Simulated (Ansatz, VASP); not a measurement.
**AgCl: VASP beside Ansatz**

File INCAR:

```
  PREC = Accurate
  ENCUT = 520
  EDIFF = 1E-6
  ISMEAR = 0
  SIGMA = 0.05
  LREAL = False
  LASPH = True
  NELM = 80
  ALGO = Normal
  ISIF = 2
  LWAVE = False
  LCHARG = False
  GGA = PS
  NBANDS = 16
```

File KPOINTS:

```
Automatic mesh
0
Gamma
  8 8 8
```

File POSCAR:

```
AgCl
1.0
    0.0000000000      2.7315527500      2.8147472500
    2.7315527500      0.0000000000      2.8147472500
    2.7315527500      2.7315527500      0.0000000000
Ag Cl
1 1
Direct
    0.5000000000      0.5000000000      0.5000000000
    0.0000000000      0.0000000000      0.0000000000
```

Input for Ansatz:

```yaml
crystal:
  lattice:
    - [0.0, 2.73155275, 2.81474725]
    - [2.73155275, 0.0, 2.81474725]
    - [2.73155275, 2.73155275, 0.0]
  atoms:
    - { symbol: Ag, position: [0.5, 0.5, 0.5] }
    - { symbol: Cl, position: [0.0, 0.0, 0.0] }
basis:
  ecutwfc: 420
kpoints:
  mp_grid: { grid: [8, 8, 8] }
hamiltonian:
  xc: pbesol
scf:
  occupations: { method: gaussian, width: 0.05 }
output:
  forces: true
  stress: true
  eigenvalues: true
```

Change from the starting cell: strain -0.015 along x and y, +0.015 along z, atoms carried along.

Alike in both runs: task single point; functional PBEsol; k mesh 8 × 8 × 8; occupations gaussian, width 0.05 eV; no spin polarisation.

|  | VASP | Ansatz |
| --- | --- | --- |
| version | VASP 6.6.1 | Ansatz 0.2.0 |
| potentials or method | VASP PAW PBE potentials, release 64 (Ag, Cl) | scalar-relativistic, plane waves, PAW |
| plane-wave cutoff (eV) | 520 | 420 |
| valence electrons in the cell | 18 | 26 |

```csv
,VASP,Ansatz,Ansatz less VASP
gap on the k mesh at the Fermi level (eV),0.64,0.64,+0.003
least direct gap on the mesh (eV),3.07,3.07,-0.002
pressure (GPa),-2.0,-1.9,+0.10
largest component of the traceless stress (GPa),0.36,0.37,+0.009
```

The two sets of potentials don't hold the same shells in valence.

Caveats: the PAW data sets were made with another functional, which shifts forces and pressure a little (VASP). A k mesh can miss the band edges.
